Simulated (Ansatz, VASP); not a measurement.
SnO in VASP and in Ansatz

```
CELL_PARAMETERS angstrom
3.87657 0.00000 0.00000
0.00000 3.87657 0.00000
0.00000 0.00000 4.93085
ATOMIC_POSITIONS crystal
Sn 0.00000 0.50000 0.23850
Sn 0.50000 0.00000 0.76150
O 0.00000 0.00000 0.00000
O 0.50000 0.50000 0.00000
```

Change from the starting cell: volume scaled by 1.06.

Alike in both runs: task single point; functional LDA; k mesh 6 × 6 × 5; occupations fermi-dirac, width 0.02 eV; no spin polarisation.

|  | VASP | Ansatz |
| --- | --- | --- |
| version | VASP 6.6.1 | Ansatz 0.2.0 |
| potentials or method | VASP PAW LDA potentials, release 64 (Sn_d, O), cutoff 520 eV | all-electron LAPW, scalar-relativistic |

```tsv
	VASP	Ansatz	Ansatz less VASP
pressure (GPa)	-7.3	-7.5	-0.25
largest component of the traceless stress (GPa)	0.85	0.84	-0.015
rms of the force components (eV/Å)	0.362	0.400	+0.0379
```

Atom by atom the forces differ by 0.038 eV/Å (rms over components). Ansatz ran all-electron here, so the differences hold the error of VASP's frozen core and of both bases.
